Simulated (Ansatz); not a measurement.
# BaZrO3: the cost of one run

Computed with Ansatz 0.2.0 (DFT PBE, scalar-relativistic, plane waves, PAW, unless a step's input says otherwise).

## (1) Starting point

The structure is tetragonal, space group P4/mmm (No. 123). Conventional cell: a = 4.401 Å, b = 4.401 Å, c = 5.067 Å, α = 90.00°, β = 90.00°, γ = 90.00°. Ba (site symmetry 4/mmm) has 2 O at 2.53 Å as nearest neighbours. Around Zr (site symmetry 4/mmm) lie 2 O at 1.54 Å. O (site symmetry 4/mmm) has 2 Ba at 2.53 Å as nearest neighbours. O (site symmetry 4mm) is surrounded by 1 Zr at 1.54 Å.

As a file:

```cif
data_structure
_symmetry_space_group_name_H-M 'P 1'
_symmetry_Int_Tables_number 1
_cell_length_a 4.4012
_cell_length_b 4.4012
_cell_length_c 5.0674
_cell_angle_alpha 90.000
_cell_angle_beta 90.000
_cell_angle_gamma 90.000
_cell_volume 98.16
loop_
_atom_site_label
_atom_site_type_symbol
_atom_site_fract_x
_atom_site_fract_y
_atom_site_fract_z
_atom_site_occupancy
Ba1 Ba 0.00000 0.00000 0.00000 1
Zr1 Zr 0.50000 0.50000 0.00000 1
O1 O 0.00000 0.00000 0.50000 1
O2 O 0.50000 0.50000 0.69657 1
O3 O 0.50000 0.50000 0.30343 1
```

Recipe of the guess: random cell by space group and Wyckoff sites (P4/mmm, No. 123). Its size is a rough estimate.

## (2) A first look at the guess

The input, input.yaml:

```yaml
crystal:
  lattice:
    - [4.40123461, 0.0, 0.0]
    - [0.0, 4.40123461, 0.0]
    - [0.0, 0.0, 5.06741482]
  atoms:
    - { symbol: Ba, position: [0.0, 0.0, 0.0] }
    - { symbol: Zr, position: [0.5, 0.5, 0.0] }
    - { symbol: O, position: [0.0, 0.0, 0.5] }
    - { symbol: O, position: [0.5, 0.5, 0.6965726] }
    - { symbol: O, position: [0.5, 0.5, 0.3034274] }
basis:
  ecutwfc: 420
kpoints:
  mp_grid: { grid: [4, 4, 4] }
hamiltonian:
  xc: pbe
scf:
  occupations: { method: gaussian, width: 0.1 }
  lower_state_search: "off"
output:
  forces: true
  stress: true
  eigenvalues: true
```

Command:

```sh
ansatz run input.yaml --threads 1 --pin off --max-ram 2560MiB --backend cpu --events-out ev --progress --plain --runs-dir out
```

**Question.** How long does this run take on 1 thread of Arm Neoverse V2, shared host, and how much memory does it need?

About 3.2 s, with a peak of 0.36 GiB.
